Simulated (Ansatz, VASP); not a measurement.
**TaN: VASP beside Ansatz**

The input INCAR:

```
ALGO     = Normal         # electronic algorithm
EDIFF    = 1E-6           # SCF threshold, eV
ENCUT    = 520            # plane-wave cutoff, eV
GGA      = PS             # functional
ISIF     = 2              # what is computed and relaxed
ISMEAR   = -1             # smearing method
LASPH    = True           # aspherical terms in the spheres
LCHARG   = False          # write CHGCAR
LREAL    = False          # projectors in reciprocal space
LWAVE    = False          # write WAVECAR
NBANDS   = 15             # bands
NELM     = 80             # most SCF steps
PREC     = Accurate       # precision mode
SIGMA    = 0.02           # smearing width, eV
```

Contents of KPOINTS:

```
k-points
0
Gamma
  12 12 10
```

The input POSCAR:

```
TaN
1.0
    2.8982913036      0.0000000000      0.0000000000
   -1.4491456518      2.5099938965      0.0000000000
    0.0000000000      0.0000000000      2.8440357641
Ta N
1 1
Direct
    0.3333333333      0.6666666667      0.5000000000
    0.0000000000      0.0000000000      0.0000000000
```

Input for Ansatz:

```yaml
crystal:
  lattice:
    - [2.8982913036, 0.0, 0.0]
    - [-1.4491456518, 2.5099938965, 0.0]
    - [0.0, 0.0, 2.8440357641]
  atoms:
    - { symbol: Ta, position: [0.3333333333, 0.6666666667, 0.5] }
    - { symbol: "N", position: [0.0, 0.0, 0.0] }
kpoints:
  mp_grid: { grid: [12, 12, 10] }
  band_path:
    path:
      - [0.0, 0.0, 0.0]
      - [0.5, 0.0, 0.0]
      - [0.3333333333, 0.3333333333, 0.0]
      - [0.0, 0.0, 0.0]
      - [0.0, 0.0, 0.5]
      - [0.5, 0.0, 0.5]
      - [0.3333333333, 0.3333333333, 0.5]
      - [0.0, 0.0, 0.5]
      - [0.5, 0.0, 0.5]
    npoints: 5
scf:
  occupations: { method: fermi_dirac, width: 0.02 }
hamiltonian:
  xc: pbesol
  pseudopotentials: { kind: all_electron, lapw: { basis_error: 0.0005 } }
output:
  forces: true
  stress: true
  eigenvalues: true
```

Change from the starting cell: volume scaled by 0.96.

Alike in both runs: task single point; functional PBEsol; k mesh 12 × 12 × 10; occupations fermi-dirac, width 0.02 eV; no spin polarisation.

|  | VASP | Ansatz |
| --- | --- | --- |
| version | VASP 6.6.1 | Ansatz 0.2.0 |
| potentials or method | VASP PAW PBE potentials, release 64 (Ta_pv, N) | all-electron LAPW, scalar-relativistic |
| plane-wave cutoff (eV) | 520 | see its input |

Ansatz gave:

```
pressure (GPa)                                  : 10.4
largest component of the traceless stress (GPa) : 0.98
```

**Question.** Estimate VASP's values.

**Answer.** Pressure (GPa): 11.4; largest component of the traceless stress (GPa): 1.16.

Ansatz ran all-electron here, so the differences hold the error of VASP's frozen core and of both bases.

Caveats: the PAW data sets were made with another functional, which shifts forces and pressure a little (VASP). The runs have no spin-orbit coupling, so splittings on Ta are missing.
